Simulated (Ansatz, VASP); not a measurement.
One calculation of PbS, two programs

```
CELL_PARAMETERS angstrom
3.49940 0.00000 0.00000
0.00000 3.49940 0.00000
0.00000 0.00000 3.49940
ATOMIC_POSITIONS crystal
Pb 0.00000 0.00000 0.00000
S 0.50000 0.50000 0.50000
```

Change from the starting cell: volume scaled by 0.88, LAPW.

Alike in both runs: task single point; functional PBE; k mesh 11 × 11 × 11; occupations fermi-dirac, width 0.1 eV; no spin polarisation.

```csv
,VASP,Ansatz
version,VASP 6.6.1,Ansatz 0.2.0
potentials or method,"VASP PAW PBE potentials, release 64 (Pb_d, S), cutoff 520 eV","all-electron LAPW, scalar-relativistic"
```

VASP gave:

* pressure (GPa): 9.1

Task: Estimate Ansatz's values.

Result: Pressure (GPa): 9.2.

Ansatz ran all-electron here, so the differences hold the error of VASP's frozen core and of both bases.

Spin-orbit coupling is left out, which matters for the levels of Pb.
